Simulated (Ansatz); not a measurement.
Input and command of a calculation in Ansatz (plane waves; scalar-relativistic PAW potentials unless the input names others):

```yaml
crystal:
  lattice:
    - [-1.7194306589, 1.7194306589, 5.8217533316]
    - [1.7194306589, -1.7194306589, 5.8217533316]
    - [1.7194306589, 1.7194306589, -5.8217533316]
  atoms:
    - { symbol: Ta, position: [0.500213983, 1.000213983, 0.5] }
    - { symbol: Ta, position: [0.750213983, 0.750213983, 0.0] }
    - { symbol: As, position: [0.082385437, 0.582385437, 0.5] }
    - { symbol: As, position: [0.332385437, 0.332385437, 0.0] }
basis:
  ecutwfc: 420
  ecutrho_ratio: 2
kpoints:
  mp_grid: { grid: [18, 18, 18] }
hamiltonian:
  xc: pbesol
scf:
  occupations: { method: gaussian, width: 0.1 }
  max_iter: 75
output:
  forces: true
  eigenvalues: true
  stress: true
```

```bash
ansatz run input.yaml --threads 1 --pin off --max-ram 2560MiB --backend cpu --events-out ev --progress --plain --runs-dir out
```

Abridged log:
```
Warning: basis.ecutrho_ratio = 2 (ecutrho = 840 eV) is below the records' recommended 1680 eV
Basis set: ecut = 420 eV, 1363 PW (Γ), FFT grids on a1+a3, a2+a3, a3, exchange–correlation on 40×40×72 points (8 copies of the dense FFT grid, shifted against one another)
Bands: 34, of which v1, the nominal top of the filled ones, is band 28 counted from 1 (27 counted from 0)
Symmetry: 8 space group operations
k-points: 480 of 5832 (time reversal used)
SCF iter   1: F=—  HF=-29241.501767 eV  |F-HF|=—  |Δ(HF+E_count)|=         —  Δρ=7.21e-3  dr2=2.52e-2  ethr=1.77e-3  ⟨swp⟩=5.3  Hψ=64213  notcnv=0
SCF iter   2: F=—  HF=-29241.498140 eV  |F-HF|=—  |Δ(HF+E_count)|=   3.63e-3  Δρ=4.07e-3  dr2=7.30e-3  ethr=4.50e-5  ⟨swp⟩=1.0  Hψ=20160  notcnv=0
SCF iter   3: F=—  HF=-29241.497391 eV  |F-HF|=—  |Δ(HF+E_count)|=   7.49e-4  Δρ=6.34e-4  dr2=2.51e-4  ethr=1.30e-5  ⟨swp⟩=2.0  Hψ=19464  notcnv=0
SCF iter   4: F=—  HF=-29241.497346 eV  |F-HF|=—  |Δ(HF+E_count)|=   4.55e-5  Δρ=1.09e-4  dr2=1.06e-5  ethr=4.49e-7  ⟨swp⟩=2.9  Hψ=27372  notcnv=0
SCF iter   5: F=—  HF=-29241.497318 eV  |F-HF|=—  |Δ(HF+E_count)|=   2.76e-5  Δρ=4.63e-5  dr2=1.82e-6  ethr=1.90e-8  ⟨swp⟩=2.0  Hψ=28133  notcnv=0
SCF iter   6: F=—  HF=-29241.497315 eV  |F-HF|=—  |Δ(HF+E_count)|=   3.39e-6  Δρ=1.95e-5  dr2=2.19e-7  ethr=3.25e-9  ⟨swp⟩=2.0  Hψ=28130  notcnv=0
SCF iter   7: F=-29241.497315 eV  HF=-29241.497315 eV  |F-HF|=1.46e-9  |Δ(HF+E_count)|=   2.04e-8  Δρ=3.58e-6  dr2=5.88e-9  ethr=1.79e-10  ⟨swp⟩=7.9  Hψ=59935  notcnv=0
SCF 1 converged in 7 iterations: F = -29241.497315 eV  dr2 = 5.88e-9
SCF converged after 7 iterations
Free energy (F): -29241.497315 eV
Harris-Foulkes:  -29241.497315 eV  (|F-HF|=1.46e-9)
Internal energy: -29241.495664 eV  (E = F + TS)
E sigma→0 (E₀):  -29241.496489 eV
Entropy (-TS):   -0.001650 eV (-0.413 meV/atom)
Fermi energy:    17.095211 eV
--- Forces (eV/Å), atoms counted from 1 ---
  atom   1  Ta     0.00000000     0.00000000     0.00252525
  atom   2  Ta     0.00000000     0.00000000     0.00252525
  atom   3  As     0.00000000     0.00000000    -0.00251984
  atom   4  As     0.00000000     0.00000000    -0.00251984
--- Stress (GPa, compression-positive) ---
       -2.043855       0.000000       0.000000
        0.000000      -2.043855       0.000000
        0.000000       0.000000      -2.070239
  P = ⅓ Tr σ = -2.0526 GPa (-20.526 kbar)
settings of this run that can trade accuracy for cost: basis.ecutrho_ratio < 4. Do not mix this run's numbers with those of runs without the same settings; the input reference describes each key
```

One setting here is unusual or wrong in general: a density cutoff too low for products of the waves, which reach up to 4 times the waves' cutoff (basis.ecutrho_ratio: not typed → 2). For this cell it did little harm to the result: the run converged in 7 SCF iterations with an energy at zero smearing 0.06 meV/atom above the reference's, pressure -2.05 GPa, largest force 0.003 eV/Å, no gap on the mesh. A reference run on usual settings, whose relaxation ended at this geometry, converged, and the end of its own relaxation has pressure -2.06 GPa, largest force 0.002 eV/Å, no gap on the mesh (its cell was held, or driven to that pressure on purpose).

Time: 45 s on 1 thread of Intel(R) Xeon(R) 6975P-C (Granite Rapids) (shared host), peak memory 1 GiB.